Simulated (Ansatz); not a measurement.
# LiCl: pressure against volume

LiCl, Fm-3m, a = 5.112 Å. Ansatz: r2SCAN, PAW, 500 eV, Γ-centred 8×8×8 mesh on 2 atoms, Gaussian smearing 0.02 eV; no spin polarisation. Symmetry fixes shape and atoms, so the cell is only scaled; pressure is positive in compression.

| V (Å³/atom) | P (GPa) |
| --- | --- |
| 14.698 | 5.88 |
| 15.199 | 4.03 |
| 15.701 | 2.47 |
| 16.202 | 1.13 |
| 16.703 | 0.00 |
| 17.204 | -0.96 |
| 17.705 | ? |
| 18.373 | -2.69 |

Q: Take V0 = 16.703 Å³/atom, fit the third-order Birch–Murnaghan form to the other rows, and predict the missing pressure.

A: With the Eulerian strain f = ½[(V0/V)^(2/3) − 1] and y = P/[3f(1 + 2f)^(5/2)], the form is the line y = B0 + 1.5 B0 (B0′ − 4) f. Rows (f, y): 0.04450, 35.6; 0.03246, 35.4; 0.02105, 35.3; 0.01025, 34.9; -0.00975, 34.5; -0.03078, 34.1. Means f = 0.01129, y = 34.967; Σ(Δf)² = 0.003860, ΣΔfΔy = 0.07981; the slope is their ratio. y = 34.73 + 20.68 f GPa, so B0 = 34.7 GPa and B0′ = 4 + 2 × (20.68)/(3 × 34.73) = 4.40. At V = 17.705, f = -0.01905, y = 34.34 and P = -1.78 GPa. The run gave -1.78 GPa, the same to the digits shown.